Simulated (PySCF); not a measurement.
# C3H4N2 (1H-Imidazole): the cost of one run

Computed with PySCF 2.14.0, with density-fitted response routines of our own, on a single molecule in the gas phase. Atoms are numbered from 0 throughout.

## Step 1: The molecule as given

9 atoms, charge 0, multiplicity 1; geometry from: MMFF94s. The atoms were then displaced at random by about 0.03 Å, so the start is not that level's minimum.

Bonds of the start (Å): C0–C1 1.45, C1–N2 1.33, N2–C3 1.46, C3–N4 1.39, N4–C0 1.28, C0–H5 1.08, C1–H6 1.05, N2–H7 1.07, C3–H8 0.99.

## Step 2: Geometry optimisation at PBE0-D3(BJ)/def2-SVP

Job settings and geometry (Å):

```
{"job": {"xc": "PBE0", "basis": "def2-SVP", "d3": "d3bj", "grid": 1, "shake": 0.03, "kind": "geom"}, "charge": 0, "multiplicity": 1}
C     -0.743610    -1.009740     0.090590
C     -0.911600     0.397270    -0.203500
N      0.328970     0.867650    -0.146630
C      1.290790    -0.179670     0.181090
N      0.487520    -1.313270     0.286410
H     -1.617400    -1.645750     0.109090
H     -1.701820     1.047640    -0.431170
H      0.743380     1.842480    -0.282280
H      2.256520    -0.076060     0.370740
```

The run is started by

```console
> OMP_NUM_THREADS=1 python probes_run.py task.json out
```

One launch serves the whole session: the jobs run in the order shown.

**Question.** How long does this first job take on 1 thread of Arm Neoverse V1, shared host, and how much memory does it need?

About 24 s, with a peak of 0.37 GiB.
